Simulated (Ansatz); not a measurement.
## MoSi2N4 bilayer (AB) in a perpendicular field

Wanted: the out-of-plane response of the MoSi2N4 bilayer (AB). A positive field points along +c.

Program: Ansatz 0.2.0. Level of theory: plane-wave DFT, PBE-D3(BJ), Ansatz PAW. Results are calculated unless marked as measured.

### Step 1. The starting structure

The cell holds 14 atoms: 8 N, 4 Si and 2 Mo. Cell: a = 2.920 Å, b = 2.920 Å, c = 64.824 Å, α = 90.0°, β = 90.0°, γ = 120.0°. Regions: layer 1: MoSi2N4, 7 atoms (4 N, 2 Si and 1 Mo); layer 2: MoSi2N4, 7 atoms (4 N, 2 Si and 1 Mo). Vacuum lies along c.

Coordinates:

```cif
data_structure
_symmetry_space_group_name_H-M 'P 1'
_symmetry_Int_Tables_number 1
_cell_length_a 2.9200
_cell_length_b 2.9200
_cell_length_c 64.8236
_cell_angle_alpha 90.000
_cell_angle_beta 90.000
_cell_angle_gamma 120.000
_cell_volume 478.66
loop_
_atom_site_label
_atom_site_type_symbol
_atom_site_fract_x
_atom_site_fract_y
_atom_site_fract_z
_atom_site_occupancy
N1 N 0.00000 0.00000 0.36946 1
Si2 Si 0.33333 0.66667 0.37671 1
N3 N 0.33333 0.66667 0.40370 1
Mo4 Mo 0.00000 0.00000 0.42239 1
N5 N 0.33333 0.66667 0.44108 1
Si6 Si 0.33333 0.66667 0.46808 1
N7 N 0.00000 0.00000 0.47532 1
N8 N 0.33333 0.66667 0.52468 1
Si9 Si 0.66667 0.33333 0.53192 1
N10 N 0.66667 0.33333 0.55892 1
Mo11 Mo 0.33333 0.66667 0.57761 1
N12 N 0.66667 0.33333 0.59630 1
Si13 Si 0.66667 0.33333 0.62329 1
N14 N 0.33333 0.66667 0.63054 1
```

### Step 2. Relaxing the slab

The starting cell is a guess, so the in-plane lattice and the atoms are relaxed first, with the slab cut off from its images along the normal.

Input file input.yaml:

```yaml
crystal:
  lattice:
    - [2.92, 0.0, 0.0]
    - [-1.46, 2.5287941791, 0.0]
    - [0.0, 0.0, 64.8235812323]
  atoms:
    - { symbol: "N", position: [0.0, 0.0, 0.3694643144] }
    - { symbol: Si, position: [0.3333333333, 0.6666666667, 0.3767060045] }
    - { symbol: "N", position: [0.3333333333, 0.6666666667, 0.4037023531] }
    - { symbol: Mo, position: [0.0, 0.0, 0.4223909692] }
    - { symbol: "N", position: [0.3333333333, 0.6666666667, 0.4410795854] }
    - { symbol: Si, position: [0.3333333333, 0.6666666667, 0.4680759341] }
    - { symbol: "N", position: [0.0, 0.0, 0.4753176241] }
    - { symbol: "N", position: [0.3333333333, 0.6666666667, 0.5246823759] }
    - { symbol: Si, position: [0.6666666667, 0.3333333333, 0.5319240659] }
    - { symbol: "N", position: [0.6666666667, 0.3333333333, 0.5589204146] }
    - { symbol: Mo, position: [0.3333333333, 0.6666666667, 0.5776090308] }
    - { symbol: "N", position: [0.6666666667, 0.3333333333, 0.5962976469] }
    - { symbol: Si, position: [0.6666666667, 0.3333333333, 0.6232939955] }
    - { symbol: "N", position: [0.3333333333, 0.6666666667, 0.6305356856] }
  periodic: [true, true, false]
kpoints:
  mp_grid: { grid: [12, 12, 1] }
hamiltonian:
  xc: pbe
  dispersion: d3bj
scf:
  occupations: { method: fermi_dirac, width: 0.05 }
  convergence: { dr2_threshold: 1.0e-09 }
relax:
  f_tol: 0.004
  max_steps: 90
  cell: {}
output:
  write_potential: true
  write_density: true
  volumetric_format: npy
```

Command:

```
> ansatz run input.yaml --threads 4 --pin off --max-ram 8192MiB --backend cpu --events-out ev --progress --plain --runs-dir out
```

Numbers of over 12 decimals in the logs are rounded to 6 here.

Output:

```text
Warning: relax.cell: scf.convergence.dr2_threshold = 1e-9 eV is looser than the 1.93135621554e-10 eV advised for a relaxation that steers and ends on the stress (1e-10 eV for each atom of the cell: 14, times the square of relax.cell.stress_2d_tol = 0.05 N/m over 26.9 Å (the atoms' height at the walk's start and 5 Å past either face), 1.857e-2 GPa, over a crystal's default 0.05). What an SCF threshold leaves in a stress goes as its square root, and in the free energy as the threshold itself, and one threshold admits the most on a small cell: [figures from the program's tests cut] Set scf.convergence.dr2_threshold to 1.93135621554e-10 eV or tighter. [rest of the remark cut]
Engine: ansatz 0.2.0, x86_64-unknown-linux-gnu
Pseudopotentials: kind: paw
Pseudopotential: N, paw, valence charge 5, recommended cutoff 420 eV (normal), N.paw.azcp
Pseudopotential: Si, paw, valence charge 4, recommended cutoff 420 eV (normal), Si.paw.azcp
Pseudopotential: Mo, paw, valence charge 14, recommended cutoff 420 eV (normal), Mo.paw.azcp
Functional definition: PBE
  parameter kappa = 0.804
  parameter beta = 0.066725
  exchange = pbe_x(kappa = kappa, mu = beta*pi^2/3)
  correlation = pbe_c(beta = beta)
Crystal: 14 atoms, lattice volume = 478.662 Å³
Basis set: ecut = 420 eV, 9277 PW (Γ), exchange–correlation on 40×40×900 points (8 copies of the dense FFT grid, shifted against one another)
Bands: 56, of which v1, the nominal top of the filled ones, is band 42 counted from 1 (41 counted from 0)
Symmetry: 6 space group operations
Space group: P3m1 (ITA 156), of the structure as read, at distance tolerance 7.8e-5 Å
k-points: 19 of 144 (time reversal used)
Non-local potential: N, projectors of the file, l = 0: 2, l = 1: 2, l = 2: 1
Non-local potential: Si, projectors of the file, l = 0: 2, l = 1: 2, l = 2: 2
Non-local potential: Mo, projectors of the file, l = 0: 3, l = 1: 2, l = 2: 2, l = 3: 1
PAW form: soft (Blöchl's): semilocal exchange-correlation on the pseudo side does not see the compensation charge
PAW one-centre angular grid: N, 110 points (default); XC on 64 Gauss nodes
PAW one-centre angular grid: Si, 110 points (default); XC on 64 Gauss nodes
PAW one-centre angular grid: Mo, 590 points (default); XC on 64 Gauss nodes
Initial density: superposition of atomic densities (neutral atoms: chi_scale 0, normalization atom), corrected by the library's trained network
Initial wavefunctions: pseudopotential atomic-orbital guess
Functional: x = pbe(κ = 0.804, μ = 0.219515), c = pbe(β = 0.066725)
SCF iter   1: F=—  HF=-15543.503054 eV  |F-HF|=—  |Δ(HF+E_count)|=         —  Δρ=3.24e-3  dr2=2.61e-2  ethr=1.77e-3  ⟨swp⟩=14.2  Hψ=8266  notcnv=0  defer=27
preconditioner: auto → Resta (q_TF=auto, 2.041 Å⁻¹)  ε∞=2.4  [insulator: Δε(μ)=1.433 eV  Ē_g=11.789 eV  σ=0.050 eV  W_gap=1.00  n_scr=42 (ndim 8)  ℏωp=14.0 eV  f_vac=0.688  D(μ)=0.00/eV (n_scr^D=0)  ε∞_Penn≈2.4  vacuum switching on, ρ_ref=1.0e-2 e/Å³]
SCF iter   2: F=—  HF=-15543.510469 eV  |F-HF|=—  |Δ(HF+E_count)|=   7.41e-3  Δρ=1.82e-3  dr2=9.72e-3  ethr=3.11e-5  ⟨swp⟩=4.2  Hψ=3254  notcnv=0  defer=134
SCF iter   3: F=—  HF=-15543.514342 eV  |F-HF|=—  |Δ(HF+E_count)|=   3.87e-3  Δρ=1.06e-3  dr2=1.09e-2  ethr=1.16e-5  ⟨swp⟩=3.0  Hψ=1888  notcnv=0  defer=134
SCF iter   4: F=—  HF=-15543.514551 eV  |F-HF|=—  |Δ(HF+E_count)|=   2.09e-4  Δρ=2.19e-4  dr2=5.07e-4  ethr=1.16e-5  ⟨swp⟩=2.6  Hψ=1553  notcnv=0  defer=134
SCF iter   5: F=—  HF=-15543.514584 eV  |F-HF|=—  |Δ(HF+E_count)|=   3.33e-5  Δρ=1.20e-4  dr2=9.59e-5  ethr=6.04e-7  ⟨swp⟩=3.3  Hψ=2166  notcnv=0  defer=134
SCF iter   6: F=—  HF=-15543.514275 eV  |F-HF|=—  |Δ(HF+E_count)|=   3.09e-4  Δρ=5.29e-5  dr2=1.70e-5  ethr=1.14e-7  ⟨swp⟩=3.3  Hψ=2077  notcnv=0  defer=134
SCF iter   7: F=—  HF=-15543.514270 eV  |F-HF|=—  |Δ(HF+E_count)|=   5.41e-6  Δρ=2.05e-5  dr2=2.16e-6  ethr=2.02e-8  ⟨swp⟩=3.2  Hψ=1980  notcnv=0  defer=134
SCF iter   8: F=—  HF=-15543.514366 eV  |F-HF|=—  |Δ(HF+E_count)|=   9.69e-5  Δρ=5.98e-6  dr2=2.01e-7  ethr=2.57e-9  ⟨swp⟩=3.6  Hψ=2259  notcnv=0  defer=134
SCF iter   9: F=—  HF=-15543.514367 eV  |F-HF|=—  |Δ(HF+E_count)|=   3.74e-8  Δρ=2.91e-6  dr2=1.05e-7  ethr=2.40e-10  ⟨swp⟩=3.4  Hψ=2162  notcnv=0  defer=134
SCF iter  10: F=—  HF=-15543.514367 eV  |F-HF|=—  |Δ(HF+E_count)|=  5.89e-10  Δρ=1.24e-6  dr2=2.09e-8  ethr=1.24e-10  ⟨swp⟩=2.9  Hψ=1648  notcnv=0  defer=134
SCF iter  11: F=-15543.514367 eV  HF=-15543.514367 eV  |F-HF|=9.46e-11  |Δ(HF+E_count)|=  2.98e-10  Δρ=5.09e-7  dr2=9.66e-10  ethr=1.19e-12  ⟨swp⟩=11.8  Hψ=10104  notcnv=0
SCF 1 converged in 11 iterations: F = -15543.514367 eV  dr2 = 9.66e-10
  greatest PAW one-centre occupation: 0.998 electrons in one spin orbital (limit 2), on the Mo atom at site 3 (counted from 0), in its partial waves of l = 0
relax step   1: F+E_penalty+E_count = -15543.51436652 eV  Δ(F+E_penalty+E_count) = +0.000e0 eV  max|allowed force component| = 7.284e-1 eV/Å  Δτ_max = 0.0000 Å  P = -9.901 N/m  Ω = 478.662 Å³  fix = [c, alpha, beta]  reactions: c -0.000 N/m  (11 SCF iters, accepted)
Crystal: 14 atoms, lattice volume = 466.540 Å³
Basis set: ecut = 420 eV, 9121 PW (Γ), exchange–correlation on 40×40×900 points (8 copies of the dense FFT grid, shifted against one another)
Initial density: handed on by an earlier stage of this run
Initial wavefunctions: those handed on with the density
iter 1 solved again at ethr=1.03e-3 eV; its pass at ethr=3.10e-3 eV (dr2=8.62e-1 eV) is discarded
SCF iter   1: F=—  HF=-15543.906194 eV  |F-HF|=—  |Δ(HF+E_count)|=         —  Δρ=1.44e-2  dr2=8.69e-1  ethr=1.03e-3  ⟨swp⟩=4.4  Hψ=7133  notcnv=0  defer=2
preconditioner: auto → Resta (q_TF=auto, 2.050 Å⁻¹)  ε∞=2.4  [insulator: Δε(μ)=2.164 eV  Ē_g=11.859 eV  σ=0.050 eV  W_gap=1.00  n_scr=42 (ndim 8)  ℏωp=14.2 eV  f_vac=0.687  D(μ)=0.00/eV (n_scr^D=0)  ε∞_Penn≈2.4  vacuum switching on, ρ_ref=1.0e-2 e/Å³]
SCF iter   2: F=—  HF=-15543.744127 eV  |F-HF|=—  |Δ(HF+E_count)|=   1.62e-1  Δρ=6.96e-3  dr2=1.83e-1  ethr=1.03e-3  ⟨swp⟩=5.8  Hψ=2605  notcnv=0  defer=26
SCF iter   3: F=—  HF=-15543.729017 eV  |F-HF|=—  |Δ(HF+E_count)|=   1.51e-2  Δρ=4.41e-3  dr2=1.17e-1  ethr=2.18e-4  ⟨swp⟩=4.7  Hψ=2749  notcnv=0  defer=127
SCF iter   4: F=—  HF=-15543.717962 eV  |F-HF|=—  |Δ(HF+E_count)|=   1.11e-2  Δρ=1.74e-3  dr2=2.62e-2  ethr=1.39e-4  ⟨swp⟩=2.9  Hψ=1853  notcnv=0  defer=129
SCF iter   5: F=—  HF=-15543.716013 eV  |F-HF|=—  |Δ(HF+E_count)|=   1.95e-3  Δρ=7.68e-4  dr2=4.10e-3  ethr=3.12e-5  ⟨swp⟩=3.5  Hψ=1986  notcnv=0  defer=129
[...]
relax step   6: F+E_penalty+E_count = -15543.73814635 eV  Δ(F+E_penalty+E_count) = -2.533e-4 eV  max|allowed force component| = 8.548e-4 eV/Å  Δτ_max = 0.0014 Å  P = -0.004 N/m  Ω = 467.593 Å³  energy of the carried Pulay correction = +1.014e-2 eV  fix = [c, alpha, beta]  reactions: c -0.000 N/m  (8 SCF iters, accepted)
[...]
relax step   7: F+E_penalty+E_count = -15543.72940147 eV  Δ(F+E_penalty+E_count) = +8.745e-3 eV  max|allowed force component| = 7.990e-4 eV/Å  Δτ_max = 0.0000 Å  P = -0.252 N/m  Ω = 467.593 Å³  fix = [c, alpha, beta]  reactions: c -0.000 N/m  stress off target by 2.52e-1 N/m on what of the cell is left free  SCF on the basis re-selected at this cell (its energy is not comparable with the rows above)  (7 SCF iters)
[...]
relax step   8: F+E_penalty+E_count = -15543.72956831 eV  Δ(F+E_penalty+E_count) = -1.668e-4 eV  max|allowed force component| = 2.451e-4 eV/Å  Δτ_max = 0.0007 Å  P = -0.009 N/m  Ω = 467.434 Å³  energy of the carried Pulay correction = +1.465e-4 eV  fix = [c, alpha, beta]  reactions: c -0.000 N/m  (7 SCF iters, accepted)
iter 1 solved again at ethr=2.16e-7 eV; its pass at ethr=3.10e-3 eV (dr2=1.82e-4 eV) is discarded
SCF iter   1: F=—  HF=-15543.729597 eV  |F-HF|=—  |Δ(HF+E_count)|=         —  Δρ=3.34e-6  dr2=2.34e-8  ethr=2.16e-7  ⟨swp⟩=6.7  Hψ=14425  notcnv=0
eigensolver tolerance schedule: the retry pair's looser diagonalisation over-reported the residual by 7760.35 of it (diagonalisation noise at 1.18 of the residual, at the tolerance the schedule requests for it); recorded, not acted on — ethr = c·dr2/N_el stays at c = 1.0e-1
preconditioner: auto → Resta (q_TF=auto, 2.050 Å⁻¹)  ε∞=2.4  [insulator: Δε(μ)=1.867 eV  Ē_g=11.839 eV  σ=0.050 eV  W_gap=1.00  n_scr=42 (ndim 8)  ℏωp=14.2 eV  f_vac=0.687  D(μ)=0.00/eV (n_scr^D=0)  ε∞_Penn≈2.4  vacuum switching on, ρ_ref=1.0e-2 e/Å³]
SCF iter   2: F=—  HF=-15543.729485 eV  |F-HF|=—  |Δ(HF+E_count)|=   1.12e-4  Δρ=1.82e-6  dr2=1.31e-8  ethr=2.79e-11  ⟨swp⟩=6.8  Hψ=4822  notcnv=0
SCF iter   3: F=—  HF=-15543.729485 eV  |F-HF|=—  |Δ(HF+E_count)|=   1.19e-9  Δρ=1.18e-6  dr2=3.27e-9  ethr=1.56e-11  ⟨swp⟩=2.2  Hψ=1510  notcnv=0
SCF iter   4: F=—  HF=-15543.729485 eV  |F-HF|=—  |Δ(HF+E_count)|=  2.00e-10  Δρ=8.34e-7  dr2=1.71e-9  ethr=3.89e-12  ⟨swp⟩=2.2  Hψ=1592  notcnv=0
SCF iter   5: F=-15543.729485 eV  HF=-15543.729485 eV  |F-HF|=5.64e-11  |Δ(HF+E_count)|=  2.27e-10  Δρ=1.51e-7  dr2=1.99e-10  ethr=1.19e-12  ⟨swp⟩=22.5  Hψ=10448  notcnv=0
SCF 9 converged in 5 iterations: F = -15543.729485 eV  dr2 = 1.99e-10
relax step   9: F+E_penalty+E_count = -15543.72948545 eV  Δ(F+E_penalty+E_count) = +8.287e-5 eV  max|allowed force component| = 2.599e-4 eV/Å  Δτ_max = 0.0000 Å  P = -0.011 N/m  Ω = 467.434 Å³  fix = [c, alpha, beta]  reactions: c -0.000 N/m  stress off target by 1.05e-2 N/m on what of the cell is left free  SCF on the basis re-selected at this cell (its energy is not comparable with the rows above)  (5 SCF iters)
basis re-selected at this cell: Δ(F+E_penalty+E_count) = +8.287e-5 eV, ΔP = -0.002 N/m vs the last step (what re-selecting the basis moved, of the pressure what is left beyond the Pulay correction that the steps carried, after the strain that the cell walked since its last selection, with what the two solves' SCF thresholds leave and, on support functions, any second-order correction that the steps lacked; it is no m [...]
WARN: The output density's exchange-correlation potential varies sharply where the density is thin. Do not read a vacuum level from v_tot or v_xc, or from such a field of the output density. On a cell that repeats whose density bears no net charge and no dipole along the vacuum's axis use v_es (v_loc + v_h of the components); under efield.dipole_correction with no amplitude use v_es + v_field, which holds any externa [...]
SCF converged after 5 iterations
Free energy (F): -15543.729485 eV
Harris-Foulkes:  -15543.729485 eV  (|F-HF|=5.64e-11)
Internal energy: -15543.729485 eV  (E = F + TS)
E sigma→0 (E₀):  -15543.729485 eV
Fermi energy:    -4.515285 eV
--- Per-component energies (eV) ---
  E_band       = -1631.951423
  E_kinetic    = 2131.509416
  E_local      = -881062.744250  (includes V_loc(G=0)·N_el)
  E_nonlocal   = 743.480039
  E_hartree    = 439139.629176
  E_xc         = -1080.152303
  E_vxc        = -1272.066744  (∫ρ·V_xc dr)
  E_paw        = -9472.935124  (= ΣΔE_a)
  E_vpaw       = -451.393068  (= ΣTr[D̂ρ^β])
  E_aug_tail   = 0.000940  (compensation charges beyond the density's cutoff)
  E_ewald      = 434061.462669
  E_disp       = -3.980048  (pairwise vdW)
  E_smearing   = -0.000000  (= −TS)
  E_closure    = 0.000000  (closes the sum)
  Σ components = -15543.729485   (vs F -15543.729485, Δ=0.00e0)
--- Forces (eV/Å), atoms counted from 1 ---
  atom   1  N      0.00000000     0.00000000     0.00011819
  atom   2  Si    -0.00000000    -0.00000000     0.00011171
  atom   3  N      0.00000000     0.00000000    -0.00017279
  atom   4  Mo    -0.00000000     0.00000000     0.00010146
  atom   5  N      0.00000000     0.00000000     0.00024451
  atom   6  Si     0.00000000    -0.00000000    -0.00010461
  atom   7  N      0.00000000     0.00000000    -0.00012515
  atom   8  N      0.00000000     0.00000000     0.00014422
  atom   9  Si     0.00000000    -0.00000000     0.00009926
  atom  10  N      0.00000000     0.00000000    -0.00025979
  atom  11  Mo     0.00000000     0.00000000    -0.00011123
  atom  12  N      0.00000000     0.00000000     0.00018981
  atom  13  Si     0.00000000    -0.00000000    -0.00012062
  atom  14  N     -0.00000000     0.00000000    -0.00011358
  max |Σ_I F_I| component: 1.39e-6 eV/Å
--- 2D stress c σ (N/m, compression-positive) ---
       -0.010502       0.000000      -0.000000
        0.000000      -0.010502      -0.000000
       -0.000000      -0.000000      -0.000000
  P = ½ c Tr σ = -0.0105 N/m
--- Band table (eV; the first three rows and the last of 19) ---
  k-point 0: bands = [... 38 lower, -7.7769, -7.4756, -5.6169, -5.4464, -2.6374, -2.6374, -2.4922, -2.4922, ... 10 higher]
  k-point 1: bands = [... 38 lower, -7.6361, -7.3750, -5.6975, -5.5432, -2.8061, -2.6650, -2.6543, -2.5197, ... 10 higher]
  k-point 2: bands = [... 38 lower, -7.6724, -7.4460, -6.0754, -5.9301, -2.9124, -2.7468, -2.7209, -2.5755, ... 10 higher]
  k-point 18: bands = [... 38 lower, -6.9449, -6.8011, -5.9687, -5.8242, -3.5790, -3.4327, -2.2568, -2.1285, ... 10 higher]
  ° read free of the cell's end (the report's vacuum.weakly_bound_levels)
--- Relaxed structure (7 steps of the walk, 7 accepted, 2 SCFs on fresh bases) ---
  F+E_penalty+E_count = -15543.72948545 eV   max|allowed force component| = 2.599e-4 eV/Å   (the final SCF, on the basis selected at the relaxed cell)
  cell:  # Å, volume = 467.4340 Å³
    - [2.885548, 0, 0]
    - [-1.442774, 2.498958, 0]
    - [0, 0, 64.8235812323]
  atoms:
    - { symbol: N, position: [4.077180313010653e-17, -1.437320366830884e-18, 0.368745] }
    - { symbol: Si, position: [0.333333, 0.666667, 0.376850] }
    - { symbol: N, position: [0.333333, 0.666667, 0.403858] }
    - { symbol: Mo, position: [4.3984944747945455e-17, 0, 0.423189] }
    - { symbol: N, position: [0.333333, 0.666667, 0.442515] }
    - { symbol: Si, position: [0.333333, 0.666667, 0.469509] }
    - { symbol: N, position: [4.6983662298015094e-17, 1.3457073074694316e-18, 0.477532] }
    - { symbol: N, position: [0.333333, 0.666667, 0.522453] }
    - { symbol: Si, position: [0.666667, 0.333333, 0.530497] }
    - { symbol: N, position: [0.666667, 0.333333, 0.557488] }
    - { symbol: Mo, position: [0.333333, 0.666667, 0.576812] }
    - { symbol: N, position: [0.666667, 0.333333, 0.596144] }
    - { symbol: Si, position: [0.666667, 0.333333, 0.623151] }
    - { symbol: N, position: [0.333333, 0.666667, 0.631256] }
```

It took 5.2 min on 4 threads of Intel Xeon at 2.50GHz (Skylake/Cascade Lake), shared host; peak memory 1.2 GiB.

The steps of the relaxation:

```tsv
step	energy less that of the first step (eV)	largest force component (eV/Å)	volume (Å³)
1	0.0000	0.7284	478.66
2	-0.2013	0.3652	466.54
3	-0.2209	0.1481	467.97
4	-0.2232	0.0837	467.74
5	-0.2235	0.0455	467.74
6	-0.2238	0.0009	467.59
7*	-0.2150	0.0008	467.59
8	-0.2152	0.0002	467.43
9*	-0.2151	0.0003	467.43
```

Relaxation steps marked * repeat the geometry before them on a plane-wave basis chosen anew for their cell, so energy and pressure can jump there.

Forces are held to the 6 operations that the run works with; a distortion that breaks them can't arise in this run.

```tsv
cell as run	before	after	change
a (Å)	2.920	2.886	-1.2 %
b (Å)	2.920	2.886	-1.2 %
```

The atoms that moved most (Å, along periodic axes as changes of fractional coordinates times the final cell, across vacuum about the mean position):

```tsv
atom	dx	dy	dz	length
N8	0.000	0.000	-0.144	0.144
N7	0.000	0.000	0.144	0.144
N5	0.000	0.000	0.093	0.093
Si6	0.000	0.000	0.093	0.093
N10	0.000	0.000	-0.093	0.093
Si9	0.000	0.000	-0.093	0.093
Mo4	0.000	0.000	0.052	0.052
Mo11	0.000	0.000	-0.052	0.052
```

The relaxed structure:

```xyz
14
Lattice="2.8855 0.0000 0.0000 -1.4428 2.4990 0.0000 0.0000 0.0000 64.8236" Properties=species:S:1:pos:R:3
N     0.0000    0.0000   23.9034
Si    0.0000    1.6660   24.4288
N     0.0000    1.6660   26.1795
Mo    0.0000    0.0000   27.4327
N     0.0000    1.6660   28.6854
Si    0.0000    1.6660   30.4352
N     0.0000    0.0000   30.9554
N     0.0000    1.6660   33.8673
Si    1.4428    0.8330   34.3887
N     1.4428    0.8330   36.1384
Mo    0.0000    1.6660   37.3910
N     1.4428    0.8330   38.6442
Si    1.4428    0.8330   40.3949
N     0.0000    1.6660   40.9203
```

This step gave:

| Quantity | Value |
| --- | --- |
| gap on the k-mesh | 1.867 eV |

The lattice constant a goes from 2.920 to 2.886 Å.

(Continued in part 2 of 3.)

[Logs are printed without paths, hosts, clocks, repeated set-up lines and the standing remarks that a program may print on its own settings, such as how far it seeks lower states.]

[Hosts, paths, dates, database ids (printed as entryN), source tags and the programs' standing remarks are cut or masked in the printed files.]

[Maps of the electrostatic potential energy from Ansatz leave out the sawtooth potential of an applied field or a dipole correction, so their vacuum need not be flat; planar profiles and work functions include it.]
